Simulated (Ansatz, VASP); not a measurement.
Given: the input of a run of VASP 6.6.1 on Sb.

INCAR

```
ALGO = Normal
EDIFF = 1E-6
ENCUT = 520
GGA = PE
ISIF = 2
ISMEAR = 0
LASPH = True
LCHARG = True
LELF = True
LREAL = False
LVHAR = True
LWAVE = False
NBANDS = 8
NELM = 80
PREC = Accurate
SIGMA = 0.02
```

KPOINTS

```
k-points
0
Gamma
  10 10 10
```

File POSCAR:

```
Sb
1.0
    0.0000000000      2.3712425216      2.3712425216
    2.3712425216      0.0000000000      2.3712425216
    2.3712425216      2.3712425216      0.0000000000
Sb
1
Direct
    0.0000000000      0.0000000000      0.0000000000
```

Potentials or basis: VASP PAW PBE potentials, release 64 (Sb).

Launch:

```console
$ cat potpaw_PBE.64/Sb/POTCAR > POTCAR
$ mpirun -np 1 vasp_std > vasp.out
```

Translate it to Ansatz 0.2.0. Potentials there: Ansatz PAW.

As run (the cutoff follows the program's own potentials):

The input input.yaml:

```yaml
crystal:
  lattice:
    - [0.0, 2.3712425216, 2.3712425216]
    - [2.3712425216, 0.0, 2.3712425216]
    - [2.3712425216, 2.3712425216, 0.0]
  atoms:
    - { symbol: Sb, position: [0.0, 0.0, 0.0] }
hamiltonian:
  xc: pbe
  pseudopotentials: { kind: paw }
kpoints:
  mp_grid: { grid: [10, 10, 10] }
scf:
  occupations: { method: gaussian, width: 0.02 }
output:
  forces: true
  stress: true
  eigenvalues: true
```

Potentials or basis: Ansatz PAW.

Command:

```sh
$ ansatz run input.yaml --threads 2 --pin off --max-ram 5632MiB --backend cpu --events-out ev --progress --plain --runs-dir out
```

Both were run:

|  | VASP | Ansatz | Ansatz less VASP |
| --- | --- | --- | --- |
| gap on the k mesh at the Fermi level (eV) | none | none | - |
| pressure (GPa) | 1.8 | 2.0 | +0.17 |

A gap of «none» marks a metal or a gap that the smearing closes. The two sets of potentials don't hold the same shells in valence.

Spin-orbit coupling is left out, which matters for the levels of Sb.
